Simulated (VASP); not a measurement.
**VASP inputs for MgO (zincblende)**

INCAR

```
NSW = 0
SIGMA = 0.01
LWAVE = .FALSE.
NELM = 120
ENCUT = 520
LCHARG = .FALSE.
ISMEAR = 0
NBANDS = 11
LASPH = .TRUE.
ISTART = 1
LHFCALC = .TRUE.
HFRCUT = -1
GGA = PE
IBRION = -1
ALGO = Normal
PREC = Accurate
PRECFOCK = Fast
LREAL = .FALSE.
ISIF = 2
AEXX = 0.25
EDIFF = 1E-7
```

The run starts from the orbitals of a PBE run on the same cell and mesh.

KPOINTS

```
KPOINTS created by Atomic Simulation Environment
0
Gamma
6 6 6
0 0 0
```

KPOINTS_OPT

```
special points
6
Reciprocal
0.0000000000 0.0000000000 0.0000000000 1
0.5000000000 0.0000000000 0.5000000000 1
0.5000000000 0.2500000000 0.7500000000 1
0.3750000000 0.3750000000 0.7500000000 1
0.5000000000 0.5000000000 0.5000000000 1
0.6250000000 0.2500000000 0.6250000000 1
```

POSCAR

```
Mg O
 1.0000000000000000
     0.0000000000000000    2.2820056634339938    2.2820056634339938
     2.2820056634339938    0.0000000000000000    2.2820056634339938
     2.2820056634339938    2.2820056634339938    0.0000000000000000
 Mg  O
   1   1
Cartesian
 -0.0000000000000000  0.0000000000000000 -0.0000000000000000
  1.1410028317169967  1.1410028317169967  1.1410028317169967
```

VASP ran with the recommended PBE PAW datasets (8 valence electrons in the cell).

What does this run give?

gap between bands v and c 5.96 eV; least direct gap 5.96 eV; pressure -0.2 GPa.

Band v is the last that the valence electrons fill when counted band by band, and c is the next. Levels in eV from the top of v:

```tsv
point	v−1	v	c	c+1
Γ	0.00	0.00	5.96	19.59
X	-0.82	-0.82	8.63	14.17
W	-1.75	-1.13	10.15	14.27
K	-1.76	-0.62	9.91	13.91
L	-0.22	-0.22	11.35	12.37
```
